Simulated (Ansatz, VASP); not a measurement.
# Two plane-wave programs on CaSe

```
CELL_PARAMETERS angstrom
0.00000 3.30123 3.30123
3.30123 0.00000 3.30123
3.30123 3.30123 0.00000
ATOMIC_POSITIONS crystal
Ca 0.00000 0.00000 0.00000
Se 0.25000 0.25000 0.25000
```

Alike in both runs: task single point; functional r2SCAN; k mesh 6 × 6 × 6; occupations gaussian, width 0.05 eV; no spin polarisation.

```csv
,VASP,Ansatz
version,VASP 6.6.1,Ansatz 0.2.0
potentials or method,"VASP PAW PBE potentials, release 64 (Ca_sv, Se)","scalar-relativistic, plane waves, PAW"
plane-wave cutoff (eV),520,500
valence electrons in the cell,16,26
```

```csv
,VASP,Ansatz,Ansatz less VASP
gap on the k mesh at the Fermi level (eV),3.62,3.64,+0.012
least direct gap on the mesh (eV),3.71,3.72,+0.011
pressure (GPa),-0.5,-0.7,-0.17
```

The two sets of potentials don't hold the same shells in valence.

Caveats: the PAW data sets were made with another functional, which shifts forces and pressure a little (VASP). r2SCAN opens gaps a little over a GGA but as a rule still falls short of measured ones. A k mesh can miss the band edges.
